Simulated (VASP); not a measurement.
# Ir (Im-3m) in VASP: a series of runs, part 2 of 2

VASP 6.6.1. The steps go on from the part before.

### 4 Single point, RPBE

This run uses another cell than the first one, of 14.04 Å³/atom, 0.920 times its volume.

The input, INCAR:

```
SYSTEM = Ir
ALGO = Normal ; EDIFF = 1E-7
ENCUT = 520 ; GGA = RP
ISIF = 2 ; ISMEAR = -1
LASPH = .TRUE. ; LCHARG = .FALSE.
LREAL = .FALSE. ; LWAVE = .FALSE.
NBANDS = 10 ; NELM = 80
PREC = Accurate ; SIGMA = 0.1
```

The input, KPOINTS:

```
k-points
0
G
  16 16 16
  0 0 0
```

The input, POSCAR:

```
Ir
1.0
   -1.5197893370      1.5197893370      1.5197893370
    1.5197893370     -1.5197893370      1.5197893370
    1.5197893370      1.5197893370     -1.5197893370
Ir
1
Direct
    0.0000000000      0.0000000000      0.0000000000
```

Potentials or basis: VASP PAW PBE potentials, release 64 (Ir).

Launch:

```sh
cat potpaw_PBE.64/Ir/POTCAR > POTCAR
mpirun -np 1 vasp_std > vasp.out
```

OUTCAR:

```text
SYSTEM = Ir
   EDIFF = 1E-7
   ENCUT = 520
   GGA = RP
   ISIF = 2
   ISMEAR = -1
   LASPH = .TRUE.
   LREAL = .FALSE.
   NELM = 80
   PREC = Accurate

 ion  position               nearest neighbor table
   1  0.000  0.000  0.000-

  LATTYP: Found a body centered cubic cell.
 ALAT       =     3.0395786740

  Lattice vectors:

 A1 = (  -1.5197893370,   1.5197893370,   1.5197893370)
 A2 = (   1.5197893370,  -1.5197893370,   1.5197893370)
[... 491 lines left out ...]
     10      32.1623      0.00000

 [... further k-points ...]

------------------------ aborting loop because EDIFF is reached ----------------------------------------

  FORCE on cell =-STRESS in cart. coord.  units (eV):
  Direction    XX          YY          ZZ          XY          YZ          ZX
  --------------------------------------------------------------------------------------
  -------------------------------------------------------------------------------------
  Total        2.6877370      2.6877370      2.6877370     -0.0000000     -0.0000000      0.0000000
  in kB      306.6812156    306.6812156    306.6812156     -0.0000000     -0.0000000      0.0000000
  external PRESSURE =     306.6812156 kB  Pullay stress =       0.0000000 kB

 VOLUME and BASIS-vectors are now :
 -----------------------------------------------------------------------------
  energy-cutoff  :      520.00
  volume of cell :       14.04
      direct lattice vectors                 reciprocal lattice vectors
    -1.519789337  1.519789337  1.519789337     0.000000000  0.328992965  0.328992965
     1.519789337 -1.519789337  1.519789337     0.328992965  0.000000000  0.328992965
     1.519789337  1.519789337 -1.519789337     0.328992965  0.328992965  0.000000000

 POSITION                                       TOTAL-FORCE (eV/Angst)
 -----------------------------------------------------------------------------------
      0.00000      0.00000      0.00000         0.000000      0.000000      0.000000
 -----------------------------------------------------------------------------------
    total drift:                                0.000000     -0.000000      0.000000

  FREE ENERGIE OF THE ION-ELECTRON SYSTEM (eV)
  ---------------------------------------------------
  free  energy   TOTEN  =        -7.5024226952 eV

  energy  without entropy=       -7.4309513236  energy(sigma->0) =       -7.46668701
```

OSZICAR:

```text
N       E                     dE             d eps       ncg     rms          rms(c)
DAV:   1     0.486100971122E+02    0.48610E+02   -0.43898E+03  2932   0.822E+02
DAV:   2    -0.697128769546E+01   -0.55581E+02   -0.52851E+02  3006   0.195E+02
DAV:   3    -0.790092223399E+01   -0.92963E+00   -0.92417E+00  3306   0.304E+01
DAV:   4    -0.790938174856E+01   -0.84595E-02   -0.84575E-02  3296   0.274E+00
DAV:   5    -0.790955065038E+01   -0.16890E-03   -0.16890E-03  3406   0.375E-01    0.165E+01
DAV:   6    -0.758008581480E+01    0.32946E+00   -0.53019E-01  3228   0.897E+00    0.780E+00
DAV:   7    -0.750722334895E+01    0.72862E-01   -0.22430E-01  3366   0.534E+00    0.171E+00
DAV:   8    -0.750462493225E+01    0.25984E-02   -0.13354E-02  3208   0.169E+00    0.125E+00
DAV:   9    -0.750241375672E+01    0.22112E-02   -0.14986E-03  3190   0.571E-01    0.166E-02
DAV:  10    -0.750242023150E+01   -0.64748E-05   -0.60234E-06  3432   0.215E-02    0.112E-02
DAV:  11    -0.750242268848E+01   -0.24570E-05   -0.94698E-07  3232   0.104E-02    0.968E-04
DAV:  12    -0.750242269516E+01   -0.66727E-08   -0.75048E-09  1808   0.775E-04
   1 F= -.75024227E+01 E0= -.74666870E+01  d E =-.714714E-01
```

stdout:

```text
POSCAR found type information on POSCAR Ir
 POSCAR found :  1 types and       1 ions
 scaLAPACK will be used
 -----------------------------------------------------------------------------
|                                                                             |
|                                                                             |
|     You enforced a specific xc type in the INCAR file but a different       |
|     I HOPE YOU KNOW WHAT YOU ARE DOING!                                     |
|                                                                             |
 -----------------------------------------------------------------------------

 LDA part: xc-table for (Slater+PW92), standard interpolation
 POSCAR, INCAR and KPOINTS ok, starting setup
 FFT: planning ... GRIDC
 FFT: planning ... GRID_SOFT
 FFT: planning ... GRID
 WAVECAR not read
 entering main loop
```

Wall time 9.5 s (1 thread of Intel Xeon Platinum 8488C (Sapphire Rapids), shared host); peak memory 0.14 GiB.

Results:

```
Free energy            : -7.5024 eV
Pressure               : 30.7 GPa
Band gap on the k mesh : none (metal or under the smearing width)
```

Levels at points of the mesh, in eV from the Fermi level:
```
           k point  band 1  band 2  band 3  band 4  band 5  band 6  band 7  band 8
(0.00, 0.00, 0.00)  -10.91   -3.76   -3.76   -3.76   -0.58   -0.58   16.94   16.94
(0.50, 0.00, 0.00)   -7.82   -5.69   -0.74   -0.11   -0.03    2.41    8.43   13.08
(0.50, 0.50, 0.50)   -7.40   -7.40    1.65    1.65    1.65    8.09    8.09    8.09
```

Caveat: a pressure of tens of GPa on the cell as given is suspect, and the run, the potentials or the cell itself is likely at fault; the PAW data sets were made with another functional, which shifts forces and pressure a little. Spin-orbit coupling is left out, which matters for the levels of Ir.

### 5 Overview

```csv
cell,k mesh,gap on the mesh (eV),pressure (GPa)
"Im-3m, 15.26 Å³/atom",23 × 23 × 23,none,0.5
"Im-3m, 15.87 Å³/atom",16 × 16 × 16,none,-10.0
"Im-3m, 14.04 Å³/atom",16 × 16 × 16,none,30.7
```

Alike in all rows: task single point; level RPBE; potentials or basis VASP PAW PBE potentials, release 64 (Ir); no spin polarisation; cutoff (eV) 520; smearing fermi-dirac 0.1 eV.

Every run on the cell as given and a fine mesh finds a metal.

Caveats: the PAW data sets were made with another functional, which shifts forces and pressure a little; a pressure of tens of GPa on the cell as given is suspect, and the run, the potentials or the cell itself is likely at fault (some runs).

Total energies depend on the potentials used, so only differences within one code and one set of settings carry meaning.
